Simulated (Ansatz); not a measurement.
**ZrC under changes of volume**

One of the cells (13.228 Å³/atom); the others are scaled copies at fixed shape and fractional positions:

```
CELL_PARAMETERS angstrom
0.00000 2.36500 2.36500
2.36500 0.00000 2.36500
2.36500 2.36500 0.00000
ATOMIC_POSITIONS crystal
Zr 0.50000 0.50000 0.50000
C 0.00000 0.00000 0.00000
```

| Property | Result |
| --- | --- |
| Program | Ansatz 0.2.0 |
| Functional | LDA |
| Potentials or basis | Ansatz PAW |
| Cutoff | 420 eV (not typed: the program's choice for these potentials) |
| k mesh | 10 × 10 × 10 |
| Occupations | fermi-dirac, width 0.05 eV |
| Spin | no spin polarisation |

| volume (Å³/atom) | energy over the lowest point (meV/atom) | pressure (GPa) |
| --- | --- | --- |
| 12.434 | 0.00 | 1.3 |
| 12.699 | 2.16 | -3.8 |
| 12.963 | 12.27 | -8.4 |
| 13.228 | 29.57 | -12.5 |
| 13.493 | 53.28 | -16.2 |
| 13.757 | ? | ? |
| 14.022 | 117.49 | -22.5 |

Q: What does the run at 13.757 Å³/atom give?

A: Energy over the lowest point 82.78 meV/atom; pressure -19.5 GPa.

Worked out: A Birch-Murnaghan fit of order 3 (a polynomial in V^(-2/3)) to the other rows has its minimum at 12.50 Å³/atom with B0 = V·E''(V) = 246 GPa and B' = 4.0. It gives 82.72 meV/atom at 13.757 Å³/atom, against the run's 82.78, and -dE/dV = -19.5 GPa, against -19.5.

Energies are extrapolated to zero smearing.

Caveats: the PAW data sets come from PBE, with cores solved anew for the run's functional, which leaves a small shift of forces and pressure.
